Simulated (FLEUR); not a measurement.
## CaF2 (Fluorite): equation of state with PBEsol

The system is CaF2 (Fluorite).

```
Ca F
1.0
     0.00000    2.73100    2.73100
     2.73100    0.00000    2.73100
     2.73100    2.73100    0.00000
Ca F
1 2
Direct
  0.00000 0.00000 0.00000
  0.75000 0.75000 0.75000
  0.25000 0.25000 0.25000
```

- Program: FLEUR MaX-R8.1 (later development tree)
- Task: equation of state
- Functional: PBEsol
- Potentials or basis: all-electron
- Basis: FLAPW
- Kmax: 4.32 1/bohr
- k mesh: 8 × 8 × 8
- Occupations: fermi-dirac, width 0.05 eV
- Spin: no spin polarisation
- Gmax: 13.4 1/bohr
- Muffin-tin radii: Ca 2.27, F 1.74 bohr
- lmax: Ca 9, F 8
- lnonsphr: Ca 9, F 8
- Local orbitals a species: Ca 5, F 3

```yaml
Equilibrium_volume: 13.26 Å³/atom
Bulk_modulus: 87 GPa
Pressure_derivative_of_the_bulk_modulus: "5.0 (rough: it moves with the points fitted)"
```

Energy against volume, from the lowest point:
| volume (Å³/atom) | energy (meV/atom) |
| --- | --- |
| 12.764 | 5.45 |
| 13.036 | 1.05 |
| 13.308 | 0.00 |
| 13.579 | 2.00 |
| 13.851 | 6.70 |
| 14.122 | 13.22 |
| 14.394 | 22.41 |
